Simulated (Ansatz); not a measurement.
**Te2Mo under changes of volume**

One of the cells (64.121 Å³/atom); the others are scaled copies at fixed shape and fractional positions:

```xyz
3
Lattice="3.5602 0.0000 0.0000 -1.7801 3.0833 0.0000 0.0000 0.0000 17.5241" Properties=species:S:1:pos:R:3 pbc="T T T"
Te    0.0000    2.0555    1.7900
Te    0.0000    2.0555   15.7341
Mo    0.0000    0.0000    0.0000
```

```yaml
Program: Ansatz 0.2.0
Functional: PBEsol
Potentials_or_basis: all-electron LAPW, scalar-relativistic
Cutoff: 239 eV (chosen from the basis error)
Basis_error_allowed: 0.002 eV/atom
k_mesh: 9 × 9 × 2
Occupations: fermi-dirac, width 0.05 eV
Spin: no spin polarisation
```

```tsv
volume (Å³/atom)	energy over the lowest point (meV/atom)	gap on the mesh (eV)	largest force (eV/Å)
60.274	8.69	1.15	0.776
61.556	0.77	1.12	0.433
62.839	0.00	1.08	0.116
64.121	5.62	1.05	0.175
65.404	16.95	1.02	0.443
66.686	?	?	?
67.968	54.32	0.96	0.917
```

**Question.** What does the run at 66.686 Å³/atom give?

**Answer.** Energy over the lowest point 33.37 meV/atom; gap on the mesh 0.99 eV; largest force 0.690 eV/Å.

Worked out: A Birch-Murnaghan fit of order 3 (a polynomial in V^(-2/3)) to the other rows has its minimum at 62.34 Å³/atom with B0 = V·E''(V) = 41 GPa and B' = 4.5 at fixed shape and positions, which overstates the stiffness. It gives 33.36 meV/atom at 66.686 Å³/atom, against the run's 33.37. A straight line through the other rows of the gap, of slope -1.59 eV per unit of ln V (its deformation potential), gives 0.99 eV, against the run's 0.99.

Energies are extrapolated to zero smearing.

Caveats: spin-orbit coupling is left out, which moves the levels of the heavy elements.

A mesh can miss the band edges.
